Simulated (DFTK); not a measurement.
## C in DFTK: convergence with cutoff

C:

```
C
1.0
     2.52210    0.00000    0.00000
    -1.26105    2.18420    0.00000
     0.00000    0.00000    8.23710
C
8
Direct
  0.66667 0.33333 0.84375
  0.33333 0.66667 0.34375
  0.66667 0.33333 0.65625
  0.33333 0.66667 0.15625
  0.00000 0.00000 0.90625
  0.00000 0.00000 0.40625
  0.00000 0.00000 0.59375
  0.00000 0.00000 0.09375
```

This is a hexagonal form of diamond, not graphite.

| Quantity | Value |
| --- | --- |
| Program | DFTK 0.8.2 |
| Task | convergence study |
| Functional | r2SCAN |
| Potentials or basis | in-house norm-conserving set (r2SCAN, scalar relativistic) |
| Cutoff | 408 eV |
| k mesh | 5 × 5 × 2 |
| Occupations | fermi-dirac, width 0.05 eV |
| Spin | no spin polarisation |

These are the settings of the first run; the series varies cutoff, with any setting tied to it.

Hardware: 1 thread of Intel(R) Xeon(R) Platinum 8375C CPU @ 2.90GHz (Ice Lake) (shared host).

Problem. The values tried are 408.171 eV, 544.228 eV, 653.073 eV, 843.553 eV, 1006.82 eV, 1197.3 eV, 1442.2 eV, 1741.53 eV, loosest first. From which on does the pressure stay within 0.1 GPa of the tightest run that finished?

Solution. From 1197.3 eV on.

```
    cutoff  energy less the tightest run, at zero smearing (meV/atom)  pressure (GPa)  largest force (eV/Å)  gap on the mesh (eV)  SCF cycles
408.171 eV                                                    1577.34          -62.19                 0.910                 3.890           9
544.228 eV                                                     547.55          -37.64                 0.380                 4.530           9
653.073 eV                                                     229.28          -23.78                 0.390                 4.601           9
843.553 eV                                                      41.56           -8.93                 0.355                 4.647           9
1006.82 eV                                                       3.90           -3.00                 0.352                 4.653           9
 1197.3 eV                                                       0.44           -1.94                 0.357                 4.653          10
 1442.2 eV                                                       0.16           -1.94                 0.369                 4.653           9
1741.53 eV                                                       0.00           -1.92                 0.361                 4.653           9
```

Against the tightest run, the energy stays within 1 meV/atom from 1197.3 eV on; the gap on the mesh stays within 0.01 eV from 843.553 eV on. Not settled before the last step: the largest force (to 0.005 eV/Å). The tightest run that finished is the yardstick and may itself not be fully converged.

Caveat, for the tightest run too: the k mesh is coarse (spacing up to 0.58 Å⁻¹), so the values aren't converged; an odd mesh through Γ misses points on the zone boundary, where band edges often lie.
